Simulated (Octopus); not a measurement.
**BaF2 (Frankdicksonite) under changes of volume**

One of the cells (19.862 Å³/atom); the others are scaled copies at fixed shape and fractional positions:

```
Ba F
1.0
     0.00000    3.10005    3.10005
     3.10005    0.00000    3.10005
     3.10005    3.10005    0.00000
Ba F
1 2
Direct
  0.00000 0.00000 0.00000
  0.75000 0.75000 0.75000
  0.25000 0.25000 0.25000
```

```yaml
Program: Octopus 16.4
Functional: PBEsol
Potentials_or_basis: pseudodojo_pbesol (PseudoDojo 0.4, PBEsol)
Grid_spacing: 0.133 Å
k_mesh: 8 × 8 × 8
Occupations: fermi-dirac, width 0.05 eV
Spin: no spin polarisation
```

```tsv
volume (Å³/atom)	energy over the lowest point (meV/atom)	gap on the mesh (eV)
18.670	9.73	6.94
19.067	3.42	6.85
19.464	?	?
19.862	0.00	6.68
20.259	2.42	6.60
20.656	7.13	6.52
21.053	14.35	6.44
```

Question: What does the run at 19.464 Å³/atom give?

Answer: Energy over the lowest point 0.19 meV/atom; gap on the mesh 6.77 eV.

Worked out: A Birch-Murnaghan fit of order 3 (a polynomial in V^(-2/3)) to the other rows has its minimum at 19.70 Å³/atom with B0 = V·E''(V) = 55 GPa and B' = 2.8. It gives 0.28 meV/atom at 19.464 Å³/atom, against the run's 0.19. A straight line through the other rows of the gap, of slope -4.15 eV per unit of ln V, gives 6.77 eV, against the run's 6.77.

Energies are extrapolated to zero smearing.

Caveats: spin-orbit coupling is left out, which moves the levels of the heavy elements.

A mesh can miss the band edges.
